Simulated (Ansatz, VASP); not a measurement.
**CsPbCl3 in VASP and in Ansatz**

```
Cs Pb Cl
1.0
     5.60500    0.00000    0.00000
     0.00000    5.60500    0.00000
     0.00000    0.00000    5.60500
Cs Pb Cl
1 1 3
Direct
  0.00000 0.00000 0.00000
  0.50000 0.50000 0.50000
  0.50000 0.50000 0.00000
  0.00000 0.50000 0.50000
  0.50000 0.00000 0.50000
```

Alike in both runs: task relaxation of cell and atoms; functional PBEsol; k mesh 4 × 4 × 4; no spin polarisation.

```csv
,VASP,Ansatz
version,VASP 6.6.1,Ansatz 0.2.0
potentials or method,"VASP PAW PBE potentials, release 64 (Cs_sv, Pb_d, Cl)","plane waves, PAW"
plane-wave cutoff (eV),600,450
occupations,"gaussian, width 0.01 eV",fixed
valence electrons in the cell,44,44
```

|  | VASP | Ansatz | Ansatz less VASP |
| --- | --- | --- | --- |
| relaxed volume (Å³/atom) | 35.59 | 35.60 | +0.010 |
| relaxed cell length with the largest relative difference (Å) | 5.625 | 5.625 | +0.0005 |

Caveats: the PAW data sets were made with another functional, which shifts forces and pressure a little (VASP). Zero-point motion and thermal expansion aren't in these numbers. A k mesh can miss the band edges.
